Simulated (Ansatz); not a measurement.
Born–Oppenheimer molecular dynamics of a periodic cell of 33 atoms, Al32H (host Al, host structure Fm-3m, interstitial H). It starts from a relaxed structure.

All numbers below come from DFT PBE, scalar-relativistic, plane waves, PAW (Ansatz 0.2.0). Settings: accuracy low, cutoff 420 eV, k mesh 2x2x2, fermi-dirac smearing 0.05 eV, no spin polarisation.

```
ensemble        : NVT, Nosé–Hoover chain
time step       : 0.75 fs
steps asked     : 220
set temperature : 900 K
thermostat      : time constant 100 fs, chain length 3
seed            : 361494
```

First frame:

```xyz
33
Lattice="8.0997 0.0000 0.0000 0.0000 8.0997 0.0000 0.0000 0.0000 8.0997" Properties=species:S:1:pos:R:3
Al 4.050 0.000 -0.003
Al 6.082 2.032 -0.007
Al 6.078 0.000 2.025
Al 0.001 0.001 -0.006
Al 2.018 2.032 -0.007
Al 4.049 4.049 -0.006
Al 6.082 6.068 -0.007
Al 2.022 0.000 2.025
Al 4.050 2.027 2.025
Al 6.081 4.049 2.026
Al 4.050 0.000 4.052
Al 6.082 2.032 4.057
Al 6.081 0.001 6.074
Al 0.000 4.050 0.038
Al 2.018 6.067 -0.007
Al 0.001 2.029 2.026
Al 2.021 4.049 2.026
Al 4.050 6.072 2.025
Al 0.001 0.001 4.054
Al 2.018 2.031 4.056
Al 4.049 4.049 4.053
Al 6.082 6.067 4.057
Al 2.021 0.001 6.074
Al 4.049 2.029 6.074
Al 6.037 4.050 6.074
Al 0.001 6.069 2.026
Al 0.000 4.050 4.019
Al 2.018 6.068 4.057
Al 0.000 1.994 6.074
Al 2.056 4.050 6.074
Al 4.049 6.069 6.074
Al 0.000 6.112 6.074
H -0.048 4.091 6.124
```

Problem. What does the run give?

Solution. All steps were run.

```json
{
  "steps done": "220",
  "time covered": "165 fs",
  "mean temperature over the second half": "599 K",
  "spread of the potential energy over the second half": "4.2 meV per atom",
  "mean potential energy of the second half above the start": "64.8 meV per atom"
}
```

The conserved energy stayed within 0.074 meV per atom of its start (net change 0.049 meV per atom), so the integration is sound. The mean temperature of the second half is 33 % below the set value. A run of 0.17 ps of so small a system gives no equilibrium averages. Limits of this set-up: coarse k mesh, odd electron count without spin, a small cell, in which the defect meets its images, a typed lattice constant that wasn't relaxed here, low accuracy level.

Problem. What happens to the structure?

Solution. Mean squared displacements from the first frame to the last, about the centre of mass: Al 0.04 Å², H 0.33 Å². Another seed would give other details.

Problem. How do temperature and energy run in time?

Solution. 
| time (fs) | T (K) | potential energy less start (eV) | conserved less start (meV/atom) |
| --- | --- | --- | --- |
| 0 | 900 | 0.000 | 0.00 |
| 8.25 | 788 | 0.465 | 0.00 |
| 16.5 | 538 | 1.503 | 0.01 |
| 24.75 | 341 | 2.332 | 0.00 |
| 33 | 224 | 2.831 | 0.02 |
| 41.25 | 297 | 2.558 | 0.02 |
| 49.5 | 392 | 2.220 | 0.03 |
| 57.75 | 492 | 1.882 | -0.04 |
| 66 | 486 | 1.997 | -0.04 |
| 74.25 | 555 | 1.815 | 0.00 |
| 82.5 | 516 | 2.083 | 0.04 |
| 90.75 | 546 | 2.052 | 0.01 |
| 99 | 488 | 2.377 | 0.04 |
| 107.25 | 516 | 2.334 | 0.02 |
| 115.5 | 548 | 2.271 | 0.03 |
| 123.75 | 628 | 2.019 | 0.02 |
| 132 | 630 | 2.085 | 0.02 |
| 140.25 | 642 | 2.109 | 0.01 |
| 148.5 | 647 | 2.165 | 0.04 |
| 156.75 | 727 | 1.916 | 0.02 |
| 165 | 711 | 2.070 | 0.05 |

Time of the run: 18 min on 2 threads of Intel(R) Xeon(R) Platinum 8175M CPU @ 2.50GHz (Skylake/Cascade Lake), with other jobs on the host, peak memory 1.2 GiB.
